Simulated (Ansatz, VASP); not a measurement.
# InP: VASP beside Ansatz

The input INCAR:

```
PREC = Accurate ; ENCUT = 520
EDIFF = 1E-6 ; ISMEAR = -1
SIGMA = 0.02 ; LREAL = F
LASPH = T ; NELM = 80
ALGO = Normal ; ISIF = 2
LWAVE = F ; LCHARG = F
GGA = PE ; NBANDS = 16
```

Contents of KPOINTS:

```
Automatic mesh
0
Gamma
  8 8 8
```

The input POSCAR:

```
InP
1.0
    0.0000000000      2.9685565774      2.9685565774
    2.9685565774      0.0000000000      2.9685565774
    2.9685565774      2.9685565774      0.0000000000
In P
1 1
Direct
    0.0000000000      0.0000000000      0.0000000000
    0.2500000000      0.2500000000      0.2500000000
```

Input for Ansatz:

```yaml
crystal:
  lattice:
    - [0.0, 2.9685565774, 2.9685565774]
    - [2.9685565774, 0.0, 2.9685565774]
    - [2.9685565774, 2.9685565774, 0.0]
  atoms:
    - { symbol: In, position: [0.0, 0.0, 0.0] }
    - { symbol: P, position: [0.25, 0.25, 0.25] }
kpoints:
  mp_grid: { grid: [8, 8, 8] }
  band_path:
    path:
      - [0.0, 0.0, 0.0]
      - [-0.5, -0.5, 0.0]
      - [-0.375, -0.375, 0.25]
      - [-0.375, 0.0, 0.375]
      - [0.0, 0.0, 0.5]
      - [-0.5, -0.25, 0.25]
    npoints: 1
hamiltonian:
  xc: pbe
scf:
  occupations: { method: fermi_dirac, width: 0.02 }
  n_extra_bands: 4
output:
  forces: true
  stress: true
  eigenvalues: true
  write_density: true
  write_potential: true
  elf: true
  volumetric_format: npy
```

Change from the starting cell: hydrostatic strain +0.5%.

Alike in both runs: task single point; functional PBE; k mesh 8 × 8 × 8; occupations fermi-dirac, width 0.02 eV; no spin polarisation.

```csv
,VASP,Ansatz
version,VASP 6.6.1,Ansatz 0.2.0
potentials or method,"VASP PAW PBE potentials, release 64 (In_d, P)","plane waves, PAW"
plane-wave cutoff (eV),520,420
valence electrons in the cell,18,18
```

|  | VASP | Ansatz | Ansatz less VASP |
| --- | --- | --- | --- |
| pressure (GPa) | 0.6 | 0.7 | +0.05 |

Caveats: spin-orbit coupling is left out, which moves the levels of the heavy elements.
